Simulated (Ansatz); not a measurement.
# NaH: the cost of one run

Program: Ansatz 0.2.0. Level of theory: DFT PBE, scalar-relativistic. These are calculated values, not measurements.

1 further run of the same task is left out (it didn't finish).

### Step 1. The structure to begin with

The structure is cubic, space group Fm-3m (No. 225). The conventional cell has a = 4.880 Å, b = 4.880 Å, c = 4.880 Å, α = 90.00°, β = 90.00°, γ = 90.00°. Na (site symmetry m-3m) is surrounded by 6 H at 2.44 Å. H (site symmetry m-3m) is surrounded by 6 Na at 2.44 Å.

Coordinates:

```cif
data_structure
_symmetry_space_group_name_H-M 'Fm-3m'
_symmetry_Int_Tables_number 225
_cell_length_a 4.8800
_cell_length_b 4.8800
_cell_length_c 4.8800
_cell_angle_alpha 90.000
_cell_angle_beta 90.000
_cell_angle_gamma 90.000
_cell_volume 116.21
loop_
_atom_site_label
_atom_site_type_symbol
_atom_site_symmetry_multiplicity
_atom_site_Wyckoff_symbol
_atom_site_fract_x
_atom_site_fract_y
_atom_site_fract_z
_atom_site_occupancy
Na1 Na 4 a 0.00000 0.00000 0.00000 1
H1 H 4 b 0.50000 0.00000 0.00000 1
```

The file gives the conventional cell by its symmetry; the runs use the cell typed in the input.

Structure: COD 9008680, as refined from experiment and not relaxed.

Atoms are numbered in the order of the input: Na1, H2.

### Step 2. All-electron LAPW

input.yaml reads:

```yaml
crystal:
  lattice:
    - [0.0, 2.44, 2.44]
    - [2.44, 0.0, 2.44]
    - [2.44, 2.44, 0.0]
  atoms:
    - { symbol: Na, position: [0.0, 0.0, 0.0] }
    - { symbol: H, position: [0.5, 0.5, 0.5] }
kpoints:
  mp_grid: { grid: [9, 9, 9] }
  band_path:
    path:
      - [0.0, 0.0, 0.0]
      - [0.5, 0.0, 0.5]
      - [0.625, 0.25, 0.625]
      - [0.375, 0.375, 0.75]
      - [0.0, 0.0, 0.0]
      - [0.5, 0.5, 0.5]
      - [0.5, 0.25, 0.75]
      - [0.5, 0.0, 0.5]
    npoints: 14
scf:
  occupations: { method: fermi_dirac, width: 0.03 }
hamiltonian:
  xc: pbe
  pseudopotentials: { kind: all_electron, lapw: { basis_error: 0.001 } }
output:
  forces: true
  stress: true
  eigenvalues: true
  populations: true
  dos: { projected: true, de: 0.2, e_range: [-14, 8] }
```

Launch:

```bash
$ ansatz run input.yaml --threads 1 --pin off --max-ram 2048MiB --backend cpu --events-out ev --progress --plain --runs-dir out
```

What time and memory should one allow on 1 thread of Arm Neoverse V1, shared host?

About 4.1 s, with a peak of 0.21 GiB.
